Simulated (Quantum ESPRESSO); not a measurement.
# Ti (Fm-3m) in Quantum ESPRESSO: further runs, part 3 of 3

Quantum ESPRESSO 7.5.

### 4 Relaxation of cell and atoms, PBEsol, target pressure 5 GPa, at which the enthalpy is minimised

Input file pw.in:

```
&CONTROL
  calculation = 'vc-relax'
  prefix = 'pwscf'
  outdir = './tmp'
  pseudo_dir = './pseudo'
  tprnfor = .true.
  tstress = .true.
  disk_io = 'low'
  nstep = 40
  forc_conv_thr = 0.0004
  etot_conv_thr = 1d-05
/
&SYSTEM
  ibrav = 0
  A = 2.87085353
  nat = 1
  ntyp = 1
  ecutwfc = 52
  ecutrho = 414
  nbnd = 12
  occupations = 'smearing'
  smearing = 'fd'
  degauss = 0.00367493
/
&ELECTRONS
  conv_thr = 2d-10
  electron_maxstep = 120
  mixing_beta = 0.5
/
&IONS
  ion_dynamics = 'bfgs'
/
&CELL
  cell_dynamics = 'bfgs'
  press = 50
  press_conv_thr = 0.3
/
ATOMIC_SPECIES
Ti    47.8670 ti_pbesol_v1.4.uspp.F.UPF
CELL_PARAMETERS alat
   0.0000000000    0.7071067816    0.7071067816
   0.7071067816    0.0000000000    0.7071067816
   0.7071067816    0.7071067816    0.0000000000
ATOMIC_POSITIONS alat
Ti     0.0000000000    0.0000000000    0.0000000000
K_POINTS automatic
11 11 11 0 0 0
```

Potentials or basis: GBRV 1.5 PBEsol.

Run with:

```sh
$ OMP_NUM_THREADS=1 mpirun -n 2 pw.x -nk 2 -in pw.in > pw.out
```

pw.out:

```text
This program is part of the open-source Quantum ESPRESSO suite
     for quantum simulation of materials; please cite
         "P. Giannozzi et al., J. Phys.:Condens. Matter 21 395502 (2009);
         "P. Giannozzi et al., J. Phys.:Condens. Matter 29 465901 (2017);
         "P. Giannozzi et al., J. Chem. Phys. 152 154105 (2020);
     in publications or presentations arising from this work. More details at

     Message from routine setup:
     using ibrav=0 with symmetry is DISCOURAGED, use correct ibrav instead

     K-points division:     npool     =       2
     Subspace diagonalization in iterative solution of the eigenvalue problem:
     a serial algorithm will be used

     G-vector sticks info
     --------------------
     sticks:   dense  smooth     PW     G-vecs:    dense   smooth      PW
     Sum         847     421    139                16145     5769    1067

     Using Slab Decomposition

     bravais-lattice index     =            0
     lattice parameter (alat)  =       5.4251  a.u.
     unit-cell volume          =     112.9054 (a.u.)^3
     number of atoms/cell      =            1
     number of atomic types    =            1
     number of electrons       =        12.00
     number of Kohn-Sham states=           12
     kinetic-energy cutoff     =      52.0000  Ry
     charge density cutoff     =     414.0000  Ry
     scf convergence threshold =      2.0E-10
     mixing beta               =       0.5000
     number of iterations used =            8  plain     mixing
     energy convergence thresh.=      1.0E-05
     force convergence thresh. =      4.0E-04
     press convergence thresh. =      3.0E-01
     Exchange-correlation= SLA  PW   PSX  PSC
                           (   1   4  10   8   0   0   0)
     nstep                     =           40

     celldm(1)=   5.425127  celldm(2)=   0.000000  celldm(3)=   0.000000
     celldm(4)=   0.000000  celldm(5)=   0.000000  celldm(6)=   0.000000

     crystal axes: (cart. coord. in units of alat)
               a(1) = (   0.000000   0.707107   0.707107 )
               a(2) = (   0.707107   0.000000   0.707107 )
               a(3) = (   0.707107   0.707107   0.000000 )

     reciprocal axes: (cart. coord. in units 2 pi/alat)
               b(1) = ( -0.707107  0.707107  0.707107 )
               b(2) = (  0.707107 -0.707107  0.707107 )
               b(3) = (  0.707107  0.707107 -0.707107 )

     PseudoPot. # 1 for Ti read from file:
     ti_pbesol_v1.4.uspp.F.UPF
     Pseudo is Ultrasoft + core correction, Zval = 12.0
     Generated by new atomic code, or converted to UPF format
[... 1725 lines left out ...]
     Using Slab Decomposition

     bravais-lattice index     =            0
     lattice parameter (alat)  =       5.4251  a.u.
     unit-cell volume          =     107.8697 (a.u.)^3
     number of atoms/cell      =            1
     number of atomic types    =            1
     number of electrons       =        12.00
     number of Kohn-Sham states=           12
     kinetic-energy cutoff     =      52.0000  Ry
     charge density cutoff     =     414.0000  Ry
     scf convergence threshold =      2.0E-12
     mixing beta               =       0.5000
     number of iterations used =            8  plain     mixing
     press convergence thresh. =      3.0E-01
     Exchange-correlation= SLA  PW   PSX  PSC
                           (   1   4  10   8   0   0   0)

     celldm(1)=   5.425127  celldm(2)=   0.000000  celldm(3)=   0.000000
     celldm(4)=   0.000000  celldm(5)=   0.000000  celldm(6)=   0.000000

     crystal axes: (cart. coord. in units of alat)
               a(1) = (   0.000000   0.696434   0.696434 )
               a(2) = (   0.696434   0.000000   0.696434 )
               a(3) = (   0.696434   0.696434   0.000000 )

     reciprocal axes: (cart. coord. in units 2 pi/alat)
               b(1) = ( -0.717943  0.717943  0.717943 )
               b(2) = (  0.717943 -0.717943  0.717943 )
               b(3) = (  0.717943  0.717943 -0.717943 )

     PseudoPot. # 1 for Ti read from file:
     ti_pbesol_v1.4.uspp.F.UPF
     Pseudo is Ultrasoft + core correction, Zval = 12.0
     Generated by new atomic code, or converted to UPF format
     Using radial grid of  851 points,  6 beta functions with:
                l(1) =   0
                l(2) =   0
                l(3) =   1
                l(4) =   1
                l(5) =   2
                l(6) =   2
     Q(r) pseudized with  6 coefficients,  rinner =    1.000   1.000   1.000
                                                       1.000   1.000

     atomic species   valence    mass     pseudopotential
     Ti               12.00    47.86700     Ti( 1.00)

     48 Sym. Ops., with inversion, found

   Cartesian axes

     site n.     atom                  positions (alat units)
         1        Ti     tau(   1) = (   0.0000000   0.0000000   0.0000000  )

     number of k points=    56  Fermi-Dirac smearing, width (Ry)=  0.0037
                       cart. coord. in units 2pi/alat
        k(    1) = (   0.0000000   0.0000000   0.0000000), wk =   0.0015026
        k(    2) = (   0.0652676   0.0652676  -0.0652676), wk =   0.0120210
        k(    3) = (   0.1305351   0.1305351  -0.1305351), wk =   0.0120210
        k(    4) = (   0.1958027   0.1958027  -0.1958027), wk =   0.0120210
        k(    5) = (   0.2610702   0.2610702  -0.2610702), wk =   0.0120210
        k(    6) = (   0.3263378   0.3263378  -0.3263378), wk =   0.0120210
[... 48 lines left out ...]
        k(   55) = (  -0.0652676  -0.4568729   0.7179432), wk =   0.0360631
        k(   56) = (   0.0000000  -0.3916054   0.6526756), wk =   0.0360631

     Dense  grid:    15353 G-vectors     FFT dimensions: (  36,  36,  36)

     Smooth grid:     5577 G-vectors     FFT dimensions: (  25,  25,  25)

     Check: negative core charge=   -0.000005

     Initial potential from superposition of free atoms

     starting charge      11.0000, renormalised to      12.0000

     negative rho (up, down):  5.900E-04 0.000E+00
     Starting wfcs are   10 randomized atomic wfcs +    2 random wfcs

     Self-consistent Calculation

     iteration #  1     ecut=    52.00 Ry     beta= 0.50
     Davidson diagonalization with overlap
     ethr =  1.00E-06,  avg # of iterations = 12.2
[... 391 lines left out ...]
     negative rho (up, down):  3.669E-04 0.000E+00
          total   stress  (Ry/bohr**3)                   (kbar)     P=       49.95
   0.00033956   0.00000000  -0.00000000           49.95        0.00       -0.00
  -0.00000000   0.00033956  -0.00000000           -0.00       49.95       -0.00
   0.00000000  -0.00000000   0.00033956            0.00       -0.00       49.95

=------------------------------------------------------------------------------=
   JOB DONE.
=------------------------------------------------------------------------------=
```

Run time: 17 s. Hardware: 2 MPI ranks of Arm Neoverse V1, shared host; peak memory 0.14 GiB.

What came out:

| Item | Value |
| --- | --- |
| Free energy | -1620.9980 eV |
| Relaxed volume | 15.98 Å³/atom |
| Relaxed cell | a = 2.828 Å, b = 2.828 Å, c = 2.828 Å, α = 60.00°, β = 60.00°, γ = 60.00° |
| Space group after relaxing (to 0.05 Å) | Fm-3m (No. 225) |
| Energy change on relaxing (the enthalpy is what falls) | +9.9 meV/atom |
| Ionic steps | 4 |
| Pressure after relaxing | 5.0 GPa |
| Band gap on the k mesh | none (metal or under the smearing width) |

Step by step:
| step | energy change (eV) | largest force (eV/Å) | pressure (GPa) | volume (Å³) |
| --- | --- | --- | --- | --- |
| 1 | 0.0000 | 0.0000 | -0.54 | 16.73 |
| 2 | 0.0032 | 0.0000 | 2.80 | 16.26 |
| 3 | 0.0104 | 0.0000 | 5.13 | 15.97 |
| 4 | 0.0099 | 0.0000 | 5.00 | 15.98 |

Final structure:
```
Ti
1.0
     0.00000    1.99936    1.99936
     1.99936    0.00000    1.99936
     1.99936    1.99936    0.00000
Ti
1
Direct
  0.00000 0.00000 0.00000
```

Levels at points of the mesh, in eV from the Fermi level:
| k point | band 4 | band 5 | band 6 | band 7 | band 8 | band 9 |
| --- | --- | --- | --- | --- | --- | --- |
| (0.00, 0.00, 0.00) | -32.15 | -6.26 | 0.94 | 0.94 | 0.94 | 2.77 |

### 5 Relaxation of cell and atoms, PBEsol, target pressure 10 GPa, at which the enthalpy is minimised

Changes to pw.in since step 4:

```diff
@@ -34,3 +34,3 @@
   cell_dynamics = 'bfgs'
-  press = 50
+  press = 100
   press_conv_thr = 0.3
```

Run with:

```sh
$ OMP_NUM_THREADS=1 mpirun -n 2 pw.x -nk 2 -in pw.in > pw.out
```

It took 17 s on 2 MPI ranks of Arm Neoverse V1, shared host; peak memory 0.14 GiB.

It converged, with:

```
Free energy                                            : -1620.9721 eV
Relaxed volume                                         : 15.43 Å³/atom
Relaxed cell                                           : a = 2.794 Å, b = 2.794 Å, c = 2.794 Å, α = 60.00°, β = 60.00°, γ = 60.00°
Space group after relaxing (to 0.05 Å)                 : Fm-3m (No. 225)
Energy change on relaxing (the enthalpy is what falls) : +35.8 meV/atom
Ionic steps                                            : 4
Pressure after relaxing                                : 10.0 GPa
Band gap on the k mesh                                 : none (metal or under the smearing width)
```

Step by step:
```
step  energy change (eV)  largest force (eV/Å)  pressure (GPa)  volume (Å³)
   1              0.0000                0.0000           -0.54        16.73
   2              0.0147                0.0000            6.16        15.85
   3              0.0386                0.0000           10.41        15.38
   4              0.0358                0.0000            9.99        15.43
```

Final structure:
```yaml
crystal:
  lattice:
    - [0.00000, 1.97579, 1.97579]
    - [1.97579, 0.00000, 1.97579]
    - [1.97579, 1.97579, 0.00000]
  atoms:
    - { symbol: Ti, position: [0.00000, 0.00000, 0.00000] }
```

Levels at points of the mesh, in eV from the Fermi level:
| k point | band 3 | band 4 | band 5 | band 6 | band 7 | band 8 | band 9 | band 10 |
| --- | --- | --- | --- | --- | --- | --- | --- | --- |
| (0.00, 0.00, 0.00) | -32.04 | -32.04 | -6.32 | 0.96 | 0.96 | 0.96 | 2.88 | 2.88 |

### 6 The runs side by side

| cell | gap on the mesh (eV) | pressure (GPa) |
| --- | --- | --- |
| relaxed to 0.3 kbar | none | 0.0 |
| relaxed to 2 GPa | none | 2.0 |
| relaxed to 5 GPa | none | 5.0 |
| relaxed to 10 GPa | none | 10.0 |

Alike in all rows: task relaxation of cell and atoms; level PBEsol; potentials or basis GBRV 1.5 PBEsol; no spin polarisation; k mesh 11 × 11 × 11; cutoff (eV) 707; smearing fermi-dirac 0.05 eV.

Total energies depend on the potentials used, so only differences within one code and one set of settings carry meaning.
